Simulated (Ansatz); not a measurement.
# Li5NbO5: response to biaxial strain in the a-b plane

A series on Li5NbO5: biaxial strain in the a-b plane, -3 to +3 %; the length and tilt of c and the atoms relax. Wanted: energy, stress and any gap along the series.

Method: DFT PBEsol, scalar-relativistic, plane waves, PAW, in Ansatz 0.2.0.

## (1) The starting structure

It takes space group C2/m (No. 12, monoclinic). The conventional cell has a = 9.864 Å, b = 4.065 Å, c = 5.885 Å, α = 90.00°, β = 108.89°, γ = 90.00°. Li (site symmetry m) is surrounded by 4 O at 1.96 to 2.10 Å. Li (site symmetry m) has 5 O at 2.02 to 2.30 Å as nearest neighbours. Around Li (site symmetry 2/m) lie 4 O at 1.98 to 2.16 Å. Nb (site symmetry 2/m) is surrounded by 6 O at 2.01 to 2.03 Å. Around O (site symmetry m) lie 5 Li at 1.96 to 2.08 Å and 1 Nb at 2.01 Å. O (site symmetry m) is surrounded by 5 Li at 1.99 to 2.16 Å and 1 Nb at 2.01 Å. O (site symmetry 2/m) has 2 Nb at 2.03 Å and 4 Li at 2.30 to 2.40 Å as nearest neighbours.

As a file:

```
Li Nb O
1.0
     4.93177   -2.03261    0.00000
     4.93177    2.03261    0.00000
    -1.90561    0.00000    5.56799
Li Nb O
5 1 5
Direct
  0.71296 0.71296 0.34367
  0.69228 0.69228 0.85975
  0.00000 0.00000 0.50000
  0.30772 0.30772 0.14025
  0.28704 0.28704 0.65633
  0.00000 0.00000 0.00000
  0.85496 0.85496 0.17469
  0.84208 0.84208 0.68251
  0.50000 0.50000 0.00000
  0.15792 0.15792 0.31749
  0.14504 0.14504 0.82531
```

Source of the structure: the Materials Project (structure only).

(A quick probe on a coarse mesh, which set the mesh and smearing, is not shown.)

## (3) Relaxing cell and atoms

Input file input.yaml:

```yaml
crystal:
  lattice:
    - [4.931765, -2.032607, 0.0]
    - [4.931765, 2.032607, 0.0]
    - [-1.905607, 0.0, 5.567991]
  atoms:
    - { symbol: Li, position: [0.712955, 0.712955, 0.343671] }
    - { symbol: Li, position: [0.692283, 0.692283, 0.859753] }
    - { symbol: Li, position: [0.0, 0.0, 0.5] }
    - { symbol: Li, position: [0.307717, 0.307717, 0.140247] }
    - { symbol: Li, position: [0.287045, 0.287045, 0.656329] }
    - { symbol: Nb, position: [0.0, 0.0, 0.0] }
    - { symbol: O, position: [0.854961, 0.854961, 0.174689] }
    - { symbol: O, position: [0.842078, 0.842078, 0.682507] }
    - { symbol: O, position: [0.5, 0.5, 0.0] }
    - { symbol: O, position: [0.157922, 0.157922, 0.317493] }
    - { symbol: O, position: [0.145039, 0.145039, 0.825311] }
basis:
  ecutwfc: 420
kpoints:
  mp_grid: { grid: [6, 6, 4] }
hamiltonian:
  xc: pbesol
scf:
  occupations: { method: gaussian, width: 0.02 }
output:
  forces: true
  stress: true
  eigenvalues: true
  write_density: true
  write_potential: true
  elf: true
  volumetric_format: npy
relax:
  adjacent_minimum: "off"
  f_tol: 0.005
  max_steps: 80
  cell: { stress_tol: 0.05 }
```

Started as:

```sh
> ansatz run input.yaml --threads 2 --pin off --max-ram 5120MiB --backend cpu --events-out ev --progress --plain --runs-dir out
```

Further runs follow: reference cell for the strains; seeking the band edges; At -1.5 %; seeking the band edges at -1.5 %; the cell strained by +1.5 %; the gap over the whole zone at +1.5 %; At -3.0 %; the gap over the whole zone at -3.0 %; At +3.0 %; the gap over the whole zone at +3.0 %.

What does the calculation give? Wanted: relaxed cell; volume; formation energy; (1/V) d²E/dε² at zero strain, cubic fit; strain of the free axis c per applied strain; gap shift, negative and positive side.

The runs gave:

| quantity | value |
| --- | --- |
| relaxed cell (conventional) | a = 9.649 Å, b = 4.008 Å, c = 5.777 Å, α = 90.00°, β = 108.75°, γ = 90.00° |
| space group (0.01 Å) | C2/m (No. 12) |
| volume | 9.62 Å³/atom |
| formation energy (elements from runs with the same settings, not shown) | -2.32 eV/atom |
| largest energy cost | 16.0 meV/atom at -3.0 % |
| (1/V) d²E/dε² at zero strain, cubic fit | 544 GPa |
| strain of the free axis c per applied strain | -0.13 |
| gap shift, negative and positive side | +7, -6 meV per % |

In words: The cell shrank by 5.3 % in volume on relaxing. From the curvature follows twice the biaxial modulus: 544 GPa. Compression by 3 % costs 16.0 meV/atom and stretching 13.4. The free axis c moves against the applied strain (factor -0.13). The gap runs from 3.11 eV at -3.0 % through 3.15 to 3.10 eV at +3.0 %.
